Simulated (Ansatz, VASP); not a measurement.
## ZnS: VASP beside Ansatz

```
CELL_PARAMETERS angstrom
3.78158 0.00000 0.00000
-1.89079 3.27494 0.00000
0.00000 0.00000 6.20896
ATOMIC_POSITIONS crystal
Zn 0.33333 0.66667 0.00544
Zn 0.66667 0.33333 0.50544
S 0.33333 0.66667 0.37956
S 0.66667 0.33333 0.87956
```

Alike in both runs: task single point; functional PBEsol; k mesh 8 × 8 × 4; no spin polarisation.

|  | VASP | Ansatz |
| --- | --- | --- |
| version | VASP 6.6.1 | Ansatz 0.2.0 |
| potentials or method | VASP PAW PBE potentials, release 64 (Zn, S), cutoff 520 eV | all-electron LAPW, scalar-relativistic |
| occupations | gaussian, width 0.01 eV | fixed |

```csv
,VASP,Ansatz,Ansatz less VASP
gap on the k mesh at the Fermi level (eV),2.16,2.16,-0.003
pressure (GPa),0.1,0.0,-0.04
```

Ansatz ran all-electron here, so the differences hold the error of VASP's frozen core and of both bases.

Caveats: the PAW data sets were made with another functional, which shifts forces and pressure a little (VASP).
